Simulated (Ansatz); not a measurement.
# BaS (rocksalt): response to moved atoms and strain

Aim: move atoms of BaS (rocksalt) or strain its cell, and read the forces, the stress and the rise in energy.

Method: DFT PBE, scalar-relativistic, plane waves, PAW, in Ansatz 0.2.0.

1 further run of the same task is left out (it didn't finish).

### 1 The starting structure

It takes space group Fm-3m (No. 225, cubic). Conventional cell: a = 6.428 Å, b = 6.428 Å, c = 6.428 Å, α = 90.00°, β = 90.00°, γ = 90.00°. Ba (site symmetry m-3m) has 6 S at 3.21 Å as nearest neighbours. S (site symmetry m-3m) is surrounded by 6 Ba at 3.21 Å.

Coordinates:

```xyz
2
Lattice="0.0000 3.2142 3.2142 3.2142 0.0000 3.2142 3.2142 3.2142 0.0000" Properties=species:S:1:pos:R:3 pbc="T T T"
Ba    3.2142    3.2142    3.2142
S     0.0000    0.0000    0.0000
```

This cell comes from an earlier session at PBE: 33.206 Å³/atom at 0.00 GPa, on a 10×10×10 mesh.

The changes: atom 1 (Ba) moved 0.08 Å along z; atom 2 (S) moved 0.08 Å along y; strain e2 = -0.01, atoms carried along; strain e1 = -0.01, atoms carried along; all atoms moved at random (σ = 0.06 Å), cell strained at random (1 %); all atoms moved at random (σ = 0.1 Å), cell strained at random (1 %).

### 2 Atom 1 (Ba) moved 0.08 Å along z

Input file input.yaml:

```yaml
crystal:
  lattice:
    - [0.0, 3.2142043034, 3.2142043034]
    - [3.2142043034, 0.0, 3.2142043034]
    - [3.2142043034, 3.2142043034, 0.0]
  atoms:
    - { symbol: Ba, position: [0.5124447596, 0.5124447596, 0.4875552404] }
    - { symbol: S, position: [0.0, 0.0, 0.0] }
basis:
  ecutwfc: 420
  ecutrho_ratio: 4
kpoints:
  mp_grid: { grid: [10, 10, 10] }
hamiltonian:
  xc: pbe
scf:
  occupations: { method: gaussian, width: 0.05 }
output:
  forces: true
  stress: true
  eigenvalues: true
  write_density: true
  write_potential: true
  elf: true
  volumetric_format: npy
```

Launch:

```console
$ ansatz run input.yaml --threads 4 --pin off --max-ram 7168MiB --backend cpu --events-out ev --progress --plain --runs-dir out
```

Log, shortened:

```text
Warning: RAYON_NUM_THREADS=4 ignored (pool sized by the plan → 4); use --threads N
[...]
Pseudopotentials: kind: paw
Pseudopotential: Ba, paw, valence charge 10, recommended cutoff 420 eV (normal), Ba.paw.azcp
Pseudopotential: S, paw, valence charge 6, recommended cutoff 420 eV (normal), S.paw.azcp
Functional definition: PBE
[...]
Crystal: 2 atoms, lattice volume = 66.413 Å³
Basis set: ecut = 420 eV, 1291 PW (Γ), exchange–correlation on 64×64×64 points (8 copies of the dense FFT grid, shifted against one another)
Bands: 12, of which v1, the nominal top of the filled ones, is band 8 counted from 1 (7 counted from 0)
Symmetry: 8 space group operations
Space group: I4mm (ITA 107), of the structure as read, at distance tolerance 4.0e-5 Å
k-points: 102 of 1000 (time reversal used)
[...]
SCF iter   1: F=—  HF=-6855.858844 eV  |F-HF|=—  |Δ(HF+E_count)|=         —  Δρ=6.87e-4  dr2=7.37e-4  ethr=1.77e-3  ⟨swp⟩=9.5  Hψ=10181  notcnv=0
[...]
SCF iter   6: F=-6855.858479 eV  HF=-6855.858479 eV  |F-HF|=3.09e-10  |Δ(HF+E_count)|=   1.40e-9  Δρ=6.67e-7  dr2=4.91e-10  ethr=3.42e-11  ⟨swp⟩=6.2  Hψ=7513  notcnv=0
[...]
SCF converged after 6 iterations
Free energy (F): -6855.858479 eV
[...]
E sigma→0 (E₀):  -6855.858479 eV
Fermi energy:    6.724544 eV
[...]
--- Forces (eV/Å), atoms counted from 1 ---
  atom   1  Ba    -0.00000000     0.00000000    -0.14392951
  atom   2  S     -0.00000000     0.00000000     0.14393432
[...]
--- Stress (GPa, compression-positive) ---
       -0.023657       0.000000       0.000000
        0.000000      -0.023657      -0.000000
        0.000000      -0.000000       0.227120
  P = ⅓ Tr σ = 0.0599 GPa (0.599 kbar)
--- Band table (eV; the first three rows and the last of 102) ---
  k-point 0: bands = ["-20.3904", "-5.4643", "-5.4530", "-5.4530", "-4.6445", "5.6012", "5.6012", "5.6025", "9.2019", "9.5745", "9.5845", "9.5845"]
[...]
```

It took 5.7 s on 4 threads of Arm Neoverse N1, shared host; peak memory 0.44 GiB.

Read off: volume 33.206 Å³/atom, pressure 0.06 GPa, mesh gap 2.24 eV.

Forces on the atoms, as numbers:

```csv
atom,x (eV/Å),y (eV/Å),z (eV/Å)
Ba1,0.000,0.000,-0.144
S2,0.000,0.000,0.144
```

Axes a, b and c in the maps are those of this run's conventional cell (a, b, c = 4.546, 4.546, 6.428 Å).

Density in a lattice plane of the grid's cell (edges 4.55 and 6.43 Å, at 0.000 of the third edge), which holds Ba and S.

Ten even steps from '0' (-0.04 e/Å³) to '9' (1.39 e/Å³):
```
5674210000012476
7753100000001357
4321100000001123
2111000000000111
1100000000000001
1110000000000011
5431000000000134
9973100000001379
6896210000012698
1498310000013894
3697310000013796
9985200000002599
7642100000001246
3211000000000112
1110000000000011
2111000000000111
4321100000001124
7753100000001357
5674210000012476
0485210000012584
```
Columns run along the first of these edges and rows up along the second, over one cell in 16 and 20 even steps from the bottom left corner. Atoms in the plane (fractional): Ba at (0.00, 0.49), S at (0.00, 0.00).

ELF in the same plane.

Ten even steps from ' ' (0.01) to '@' (0.88):
```
::++@@@@@@##--      --##@@@@@@++
@@@@@@@@%%**::      ::**%%@@@@@@
@@@@@@%%##++..      ..++##%%@@@@
##****++==::          ::==++****
......                      ....
----::                      ::--
@@%%##==..              ..==##%%
@@@@@@%%++..          ..++%%@@@@
::++@@@@##::          ::##@@@@++
    ##@@%%--          --%%@@##  
  ::%%@@%%--          --%%@@%%::
**%%@@@@##..          ..##@@@@%%
@@@@@@##--              --##@@@@
++++==::                  ::==++
......                      ....
**++++==--::          ::--==++++
@@@@@@%%##++::      ::++##%%@@@@
@@@@@@@@%%**--      --**%%@@@@@@
::++@@@@@@##--      --##@@@@@@++
  ::%%@@@@##--      --##@@@@%%::
```
Columns run along the first of these edges and rows up along the second, over one cell in 16 and 20 even steps from the bottom left corner. Atoms in the plane (fractional): Ba at (0.00, 0.49), S at (0.00, 0.00).

Both are smooth fields of the valence electrons: close to the nuclei they are not physical.

Outside the cores ELF peaks at 0.87 in the shell around S, 0.9 Å from S.

### 3 Atom 2 (S) moved 0.08 Å along y

Input file input.yaml:

```yaml
crystal:
  lattice:
    - [0.0, 3.2142043034, 3.2142043034]
    - [3.2142043034, 0.0, 3.2142043034]
    - [3.2142043034, 3.2142043034, 0.0]
  atoms:
    - { symbol: Ba, position: [0.5, 0.5, 0.5] }
    - { symbol: S, position: [0.0124447596, -0.0124447596, 0.0124447596] }
basis:
  ecutwfc: 420
  ecutrho_ratio: 4
kpoints:
  mp_grid: { grid: [10, 10, 10] }
hamiltonian:
  xc: pbe
scf:
  occupations: { method: gaussian, width: 0.05 }
output:
  forces: true
  stress: true
  eigenvalues: true
```

Launch:

```console
$ ansatz run input.yaml --threads 4 --pin off --max-ram 7168MiB --backend cpu --events-out ev --progress --plain --runs-dir out
```

Log, shortened:

```text
Warning: RAYON_NUM_THREADS=4 ignored (pool sized by the plan → 4); use --threads N
[...]
[... 4 set-up lines as earlier in the session ...]
[...]
Crystal: 2 atoms, lattice volume = 66.413 Å³
Basis set: ecut = 420 eV, 1291 PW (Γ), exchange–correlation on 64×64×64 points (8 copies of the dense FFT grid, shifted against one another)
Bands: 12, of which v1, the nominal top of the filled ones, is band 8 counted from 1 (7 counted from 0)
[... 2 set-up lines as earlier in the session ...]
k-points: 102 of 1000 (time reversal used)
[...]
SCF iter   1: F=—  HF=-6855.858803 eV  |F-HF|=—  |Δ(HF+E_count)|=         —  Δρ=7.09e-4  dr2=7.86e-4  ethr=1.77e-3  ⟨swp⟩=9.5  Hψ=10192  notcnv=0
[...]
SCF iter   6: F=-6855.858479 eV  HF=-6855.858479 eV  |F-HF|=4.00e-11  |Δ(HF+E_count)|=   2.01e-8  Δρ=5.19e-7  dr2=2.69e-10  ethr=8.19e-11  ⟨swp⟩=3.2  Hψ=5035  notcnv=0
[...]
SCF converged after 6 iterations
Free energy (F): -6855.858479 eV
[...]
E sigma→0 (E₀):  -6855.858479 eV
Fermi energy:    6.724557 eV
[...]
--- Forces (eV/Å), atoms counted from 1 ---
  atom   1  Ba    -0.00000000     0.14393262    -0.00000000
  atom   2  S     -0.00000000    -0.14393511     0.00000000
[...]
--- Stress (GPa, compression-positive) ---
       -0.023663       0.000000       0.000000
        0.000000       0.227122       0.000000
        0.000000       0.000000      -0.023663
  P = ⅓ Tr σ = 0.0599 GPa (0.599 kbar)
--- Band table (eV; the first three rows and the last of 102) ---
  k-point 0: bands = ["-20.3904", "-5.4643", "-5.4531", "-5.4531", "-4.6445", "5.6012", "5.6012", "5.6025", "9.2019", "9.5745", "9.5845", "9.5845"]
[...]
```

It took 4.2 s on 4 threads of Arm Neoverse N1, shared host; peak memory 0.43 GiB.

In short: volume 33.206 Å³/atom, pressure 0.06 GPa, mesh gap 2.24 eV.

Forces on the atoms, as numbers:

```
atom  x (eV/Å)  y (eV/Å)  z (eV/Å)
 Ba1     0.000     0.144     0.000
  S2     0.000    -0.144     0.000
```

### 4 Strain e2 = -0.01, atoms carried along

Input file input.yaml:

```yaml
crystal:
  lattice:
    - [0.0, 3.1820622604, 3.2142043034]
    - [3.2142043034, 0.0, 3.2142043034]
    - [3.2142043034, 3.1820622604, 0.0]
  atoms:
    - { symbol: Ba, position: [0.5, 0.5, 0.5] }
    - { symbol: S, position: [0.0, 0.0, 0.0] }
basis:
  ecutwfc: 420
  ecutrho_ratio: 4
kpoints:
  mp_grid: { grid: [10, 10, 10] }
hamiltonian:
  xc: pbe
scf:
  occupations: { method: gaussian, width: 0.05 }
output:
  forces: true
  stress: true
  eigenvalues: true
```

Launch:

```console
$ ansatz run input.yaml --threads 4 --pin off --max-ram 7168MiB --backend cpu --events-out ev --progress --plain --runs-dir out
```

Log, shortened:

```text
Warning: RAYON_NUM_THREADS=4 ignored (pool sized by the plan → 4); use --threads N
[...]
[... 4 set-up lines as earlier in the session ...]
[...]
Crystal: 2 atoms, lattice volume = 65.748 Å³
Basis set: ecut = 420 eV, 1259 PW (Γ), exchange–correlation on 64×64×64 points (8 copies of the dense FFT grid, shifted against one another)
Bands: 12, of which v1, the nominal top of the filled ones, is band 8 counted from 1 (7 counted from 0)
Symmetry: 16 space group operations
Space group: I4/mmm (ITA 139), of the structure as read, at distance tolerance 4.0e-5 Å
k-points: 102 of 1000
[...]
SCF iter   1: F=—  HF=-6855.862540 eV  |F-HF|=—  |Δ(HF+E_count)|=         —  Δρ=6.92e-4  dr2=7.49e-4  ethr=1.77e-3  ⟨swp⟩=9.7  Hψ=10222  notcnv=0
[...]
SCF iter   6: F=-6855.862213 eV  HF=-6855.862213 eV  |F-HF|=4.81e-10  |Δ(HF+E_count)|=  9.79e-10  Δρ=8.16e-7  dr2=7.14e-10  ethr=8.52e-11  ⟨swp⟩=2.9  Hψ=5043  notcnv=0
[...]
SCF converged after 6 iterations
Free energy (F): -6855.862213 eV
[...]
E sigma→0 (E₀):  -6855.862213 eV
Fermi energy:    6.822623 eV
[...]
--- Forces (eV/Å), atoms counted from 1 ---
  atom   1  Ba     0.00000000    -0.00000000     0.00000000
  atom   2  S     -0.00000000     0.00000000     0.00000000
[...]
--- Stress (GPa, compression-positive) ---
        0.180547       0.000000      -0.000000
        0.000000       0.960052      -0.000000
       -0.000000      -0.000000       0.180547
  P = ⅓ Tr σ = 0.4404 GPa (4.404 kbar)
--- Band table (eV; the first three rows and the last of 102) ---
  k-point 0: bands = ["-20.2643", "-5.3272", "-5.3257", "-5.3257", "-4.5724", "5.6951", "5.6951", "5.7254", "9.3439", "9.6453", "9.6453", "9.7152"]
[...]
```

Wall time 2.7 s (4 threads of Arm Neoverse N1, shared host); peak memory 0.4 GiB.

In short: volume 32.874 Å³/atom, pressure 0.44 GPa, gap on the mesh 2.19 eV.

### 5 Strain e1 = -0.01, atoms carried along

Changes to input.yaml since step 4:

```diff
@@ -2,5 +2,5 @@
   lattice:
-    - [0.0, 3.1820622604, 3.2142043034]
-    - [3.2142043034, 0.0, 3.2142043034]
-    - [3.2142043034, 3.1820622604, 0.0]
+    - [0.0, 3.2142043034, 3.2142043034]
+    - [3.1820622604, 0.0, 3.2142043034]
+    - [3.1820622604, 3.2142043034, 0.0]
   atoms:
```

Launch:

```console
$ ansatz run input.yaml --threads 4 --pin off --max-ram 7168MiB --backend cpu --events-out ev --progress --plain --runs-dir out
```

Log, shortened:

```text
Warning: RAYON_NUM_THREADS=4 ignored (pool sized by the plan → 4); use --threads N
[...]
[... 4 set-up lines as earlier in the session ...]
[...]
Crystal: 2 atoms, lattice volume = 65.748 Å³
Basis set: ecut = 420 eV, 1259 PW (Γ), exchange–correlation on 64×64×64 points (8 copies of the dense FFT grid, shifted against one another)
Bands: 12, of which v1, the nominal top of the filled ones, is band 8 counted from 1 (7 counted from 0)
[... 2 set-up lines as earlier in the session ...]
k-points: 102 of 1000
[...]
SCF iter   1: F=—  HF=-6855.862551 eV  |F-HF|=—  |Δ(HF+E_count)|=         —  Δρ=6.81e-4  dr2=7.22e-4  ethr=1.77e-3  ⟨swp⟩=9.7  Hψ=10228  notcnv=0
[...]
SCF iter   6: F=-6855.862213 eV  HF=-6855.862213 eV  |F-HF|=7.09e-11  |Δ(HF+E_count)|=   2.08e-9  Δρ=2.83e-7  dr2=1.08e-10  ethr=7.32e-12  ⟨swp⟩=2.5  Hψ=4688  notcnv=0
[...]
SCF converged after 6 iterations
Free energy (F): -6855.862213 eV
[...]
E sigma→0 (E₀):  -6855.862213 eV
Fermi energy:    6.822635 eV
[...]
--- Forces (eV/Å), atoms counted from 1 ---
  atom   1  Ba     0.00000000    -0.00000000     0.00000000
  atom   2  S      0.00000000     0.00000000     0.00000000
[...]
--- Stress (GPa, compression-positive) ---
        0.960050       0.000000      -0.000000
        0.000000       0.180549      -0.000000
       -0.000000      -0.000000       0.180549
  P = ⅓ Tr σ = 0.4404 GPa (4.404 kbar)
--- Band table (eV; the first three rows and the last of 102) ---
  k-point 0: bands = ["-20.2643", "-5.3272", "-5.3257", "-5.3257", "-4.5723", "5.6952", "5.6952", "5.7254", "9.3439", "9.6453", "9.6453", "9.7152"]
[...]
```

Wall time 2.7 s (4 threads of Arm Neoverse N1, shared host); peak memory 0.4 GiB.

Read off: volume 32.874 Å³/atom, pressure 0.44 GPa, mesh gap 2.19 eV.

### 6 All atoms moved at random (σ = 0.06 Å), cell strained at random (1 %)

Input file input.yaml:

```yaml
crystal:
  lattice:
    - [-0.0072870757, 3.2407060822, 3.271035948]
    - [3.2176817813, 0.0022664308, 3.2614824416]
    - [3.2112464657, 3.2247172602, 0.0087017464]
  atoms:
    - { symbol: Ba, position: [0.4904589176, 0.4868873371, 0.5182620508] }
    - { symbol: S, position: [0.0095410824, 0.0131126629, -0.0182620508] }
basis:
  ecutwfc: 420
  ecutrho_ratio: 4
kpoints:
  mp_grid: { grid: [10, 10, 10] }
hamiltonian:
  xc: pbe
scf:
  occupations: { method: gaussian, width: 0.05 }
output:
  forces: true
  stress: true
  eigenvalues: true
```

Launch:

```console
$ ansatz run input.yaml --threads 4 --pin off --max-ram 7168MiB --backend cpu --events-out ev --progress --plain --runs-dir out
```

Log, shortened:

```text
Warning: RAYON_NUM_THREADS=4 ignored (pool sized by the plan → 4); use --threads N
[...]
[... 4 set-up lines as earlier in the session ...]
[...]
Crystal: 2 atoms, lattice volume = 67.844 Å³
Basis set: ecut = 420 eV, 1357 PW (Γ), exchange–correlation on 64×64×64 points (8 copies of the dense FFT grid, shifted against one another)
Bands: 12, of which v1, the nominal top of the filled ones, is band 8 counted from 1 (7 counted from 0)
Symmetry: 1 space group operations
Space group: P1 (ITA 1), of the structure as read, at distance tolerance 4.1e-5 Å
k-points: 504 of 1000 (time reversal used)
[...]
SCF iter   1: F=—  HF=-6855.840558 eV  |F-HF|=—  |Δ(HF+E_count)|=         —  Δρ=6.90e-4  dr2=7.43e-4  ethr=1.77e-3  ⟨swp⟩=9.5  Hψ=50955  notcnv=0
[...]
SCF iter   6: F=-6855.840246 eV  HF=-6855.840246 eV  |F-HF|=5.82e-11  |Δ(HF+E_count)|=   7.70e-9  Δρ=8.85e-7  dr2=7.05e-10  ethr=2.77e-10  ⟨swp⟩=3.4  Hψ=23947  notcnv=0
[...]
SCF converged after 6 iterations
Free energy (F): -6855.840246 eV
[...]
E sigma→0 (E₀):  -6855.840246 eV
Fermi energy:    6.549863 eV
[...]
--- Forces (eV/Å), atoms counted from 1 ---
  atom   1  Ba    -0.05659487    -0.08841422     0.21486684
  atom   2  S      0.05659463     0.08841359    -0.21486499
[...]
--- Stress (GPa, compression-positive) ---
       -0.503543       0.070249       0.033160
        0.070249      -0.704959      -0.059264
        0.033160      -0.059264      -0.661764
  P = ⅓ Tr σ = -0.6234 GPa (-6.234 kbar)
--- Band table (eV; the first three rows and the last of 504) ---
  k-point 0: bands = ["-20.6525", "-5.7482", "-5.7190", "-5.7178", "-4.7985", "5.3603", "5.3832", "5.3959", "8.8903", "9.3176", "9.4245", "9.4759"]
[...]
```

Wall time 21 s (4 threads of Arm Neoverse N1, shared host); peak memory 0.77 GiB.

In short: volume 33.922 Å³/atom, pressure -0.62 GPa, mesh gap 2.31 eV.

Forces on the atoms, as numbers:

| atom | x (eV/Å) | y (eV/Å) | z (eV/Å) |
| --- | --- | --- | --- |
| Ba1 | -0.057 | -0.088 | 0.215 |
| S2 | 0.057 | 0.088 | -0.215 |

### 7 All atoms moved at random (σ = 0.1 Å), cell strained at random (1 %)

Input file input.yaml:

```yaml
crystal:
  lattice:
    - [0.0052725938, 3.1924814436, 3.209807149]
    - [3.2044344302, 0.0077507914, 3.2073289514]
    - [3.216914338, 3.2024831539, -0.0047291165]
  atoms:
    - { symbol: Ba, position: [0.5079057207, 0.4921114575, 0.5047666476] }
    - { symbol: S, position: [-0.0079057207, 0.0078885425, -0.0047666476] }
basis:
  ecutwfc: 420
  ecutrho_ratio: 4
kpoints:
  mp_grid: { grid: [10, 10, 10] }
hamiltonian:
  xc: pbe
scf:
  occupations: { method: gaussian, width: 0.05 }
output:
  forces: true
  stress: true
  eigenvalues: true
```

Launch:

```console
$ ansatz run input.yaml --threads 4 --pin off --max-ram 7168MiB --backend cpu --events-out ev --progress --plain --runs-dir out
```

Log, shortened:

```text
Warning: RAYON_NUM_THREADS=4 ignored (pool sized by the plan → 4); use --threads N
[...]
[... 4 set-up lines as earlier in the session ...]
[...]
Crystal: 2 atoms, lattice volume = 65.793 Å³
Basis set: ecut = 420 eV, 1255 PW (Γ), exchange–correlation on 64×64×64 points (8 copies of the dense FFT grid, shifted against one another)
Bands: 12, of which v1, the nominal top of the filled ones, is band 8 counted from 1 (7 counted from 0)
[... 1 set-up line as earlier in the session ...]
Space group: P1 (ITA 1), of the structure as read, at distance tolerance 4.0e-5 Å
k-points: 504 of 1000 (time reversal used)
[...]
SCF iter   1: F=—  HF=-6855.856507 eV  |F-HF|=—  |Δ(HF+E_count)|=         —  Δρ=6.93e-4  dr2=7.44e-4  ethr=1.77e-3  ⟨swp⟩=9.5  Hψ=50594  notcnv=0
[...]
SCF iter   6: F=-6855.856159 eV  HF=-6855.856159 eV  |F-HF|=3.66e-10  |Δ(HF+E_count)|=   1.10e-9  Δρ=7.16e-7  dr2=5.60e-10  ethr=3.94e-11  ⟨swp⟩=2.9  Hψ=25221  notcnv=0
[...]
SCF converged after 6 iterations
Free energy (F): -6855.856159 eV
[...]
E sigma→0 (E₀):  -6855.856159 eV
Fermi energy:    6.809879 eV
[...]
--- Forces (eV/Å), atoms counted from 1 ---
  atom   1  Ba     0.03462215    -0.16249653    -0.00016715
  atom   2  S     -0.03462152     0.16250156     0.00016764
[...]
--- Stress (GPa, compression-positive) ---
        0.297214      -0.089954       0.041696
       -0.089954       0.901415       0.013506
        0.041696       0.013506       0.214429
  P = ⅓ Tr σ = 0.4710 GPa (4.710 kbar)
--- Band table (eV; the first three rows and the last of 504) ---
  k-point 0: bands = ["-20.2707", "-5.3466", "-5.3331", "-5.3323", "-4.5681", "5.6781", "5.6837", "5.7006", "9.3330", "9.6449", "9.6668", "9.7080"]
[...]
```

It took 20 s on 4 threads of Arm Neoverse N1, shared host; peak memory 0.76 GiB.

Result: volume 32.896 Å³/atom, pressure 0.47 GPa, gap on the mesh 2.22 eV.

Forces on the atoms, as numbers:

```
atom  x (eV/Å)  y (eV/Å)  z (eV/Å)
 Ba1     0.035    -0.162     0.000
  S2    -0.035     0.163     0.000
```

### 8 Results

| change | change of free energy (meV/atom) | largest force (eV/Å) | largest change of stress (GPa) |
| --- | --- | --- | --- |
| atom 1 (Ba) moved 0.08 Å along z | 2.84 | 0.144 | 0.23 |
| atom 2 (S) moved 0.08 Å along y | 2.84 | 0.144 | 0.23 |
| strain e2 = -0.01, atoms carried along | 0.97 | 0.000 | 0.96 |
| strain e1 = -0.01, atoms carried along | 0.97 | 0.000 | 0.96 |
| all atoms moved at random (σ = 0.06 Å), cell strained at random (1 %) | 11.96 | 0.239 | 0.70 |
| all atoms moved at random (σ = 0.1 Å), cell strained at random (1 %) | 4.00 | 0.166 | 0.90 |

Moving atom 1 by 0.08 Å meets a restoring force of 0.144 eV/Å along the move, a force constant of about 1.8 eV/Å². Moving atom 2 by 0.08 Å meets a restoring force of 0.144 eV/Å along the move, a force constant of about 1.8 eV/Å². The strain e2 = -0.01 changes that stress component by +0.96 GPa (compression positive), a ratio of 96 GPa; that is a secant over a finite strain with the atoms carried along, not the elastic constant. The strain e1 = -0.01 changes that stress component by +0.96 GPa (compression positive), a ratio of 96 GPa; that is a secant over a finite strain with the atoms carried along, not the elastic constant. No change lowers the energy by more than 0.5 meV/atom; other distortions weren't tried.
